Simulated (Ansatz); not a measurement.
The system is GaCuSe2.

```xyz
8
Lattice="-2.8096 2.8096 5.5130 2.8096 -2.8096 5.5130 2.8096 2.8096 -5.5130" Properties=species:S:1:pos:R:3 pbc="T T T"
Se    1.4048   -1.4013    4.1348
Se    1.4013    1.4048    6.8913
Se    1.4048    4.2108   -1.3783
Se    1.4083    1.4048    1.3783
Ga    2.8096    0.0000    2.7565
Ga    0.0000    0.0000    5.5130
Cu    0.0000    2.8096    2.7565
Cu    0.0000    0.0000    0.0000
```

Base run:

| Property | Result |
| --- | --- |
| Program | Ansatz 0.2.0 |
| Functional | revPBE |
| Potentials or basis | Ansatz PAW |
| Cutoff | 420 eV |
| Density cutoff | 1680 eV |
| k mesh | 7 × 7 × 7 |
| Occupations | fermi-dirac, width 0.05 eV |
| Spin | no spin polarisation |

Its results: band gap on the k mesh 0.31 eV, direct; pressure 4.5 GPa; largest force 0.367 eV/Å.

Task: After a change of settings the same cell gave: band gap on the k mesh 0.20 eV, direct; pressure 6.8 GPa; largest force 0.366 eV/Å. Which change was it?
A. functional from revPBE to LDA
B. functional from revPBE to PBE
C. functional from revPBE to PBEsol
D. functional from revPBE to BLYP

Result: D.

Caveats: the potentials were made for another functional, which shifts forces and pressure; the PAW data sets come from PBE, with cores solved anew for the run's functional, which leaves a small shift of forces and pressure.

Not every run made on this cell is shown here.
